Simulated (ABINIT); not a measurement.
Crystal: BeS.

```
S Be
1.0
     0.00000    2.42500    2.42500
     2.42500    0.00000    2.42500
     2.42500    2.42500    0.00000
S Be
1 1
Direct
  0.75000 0.75000 0.75000
  0.00000 0.00000 0.00000
```

Program: ABINIT 10.8.3 (patched build). Alike in all runs: task single point; no spin polarisation; cell as given.

Problem. Order these runs on this cell by their band gap on the k mesh, lowest first.
A. level AM05; potentials or basis JTH PAW PBE v2.0; k mesh 9 × 9 × 9; cutoff (eV) 653; smearing fermi-dirac 0.05 eV; fine-grid cutoff 1251.72 eV
B. level SCAN; potentials or basis JTH PAW PBE v2.0; k mesh 9 × 9 × 9; cutoff (eV) 653; smearing fermi-dirac 0.05 eV; fine-grid cutoff 1251.72 eV
C. level revPBE; potentials or basis JTH PAW PBE v2.0; k mesh 9 × 9 × 9; cutoff (eV) 653; smearing fermi-dirac 0.05 eV; fine-grid cutoff 1251.72 eV
D. level BLYP; potentials or basis JTH PAW PBE v2.0; k mesh 9 × 9 × 9; cutoff (eV) 653; smearing fermi-dirac 0.05 eV; fine-grid cutoff 1251.72 eV
E. level PBE0; potentials or basis SG15 NC PBE v1.2; k mesh 6 × 6 × 6; cutoff (eV) 599; smearing fixed; most SCF steps 60

Solution. A (3.09 eV), C (3.28 eV), D (3.47 eV), B (3.67 eV), E (4.82 eV).

Caveats: an odd mesh through Γ misses points on the zone boundary, where band edges often lie (some runs).

A k mesh can miss the band edges, odd and even meshes differently.
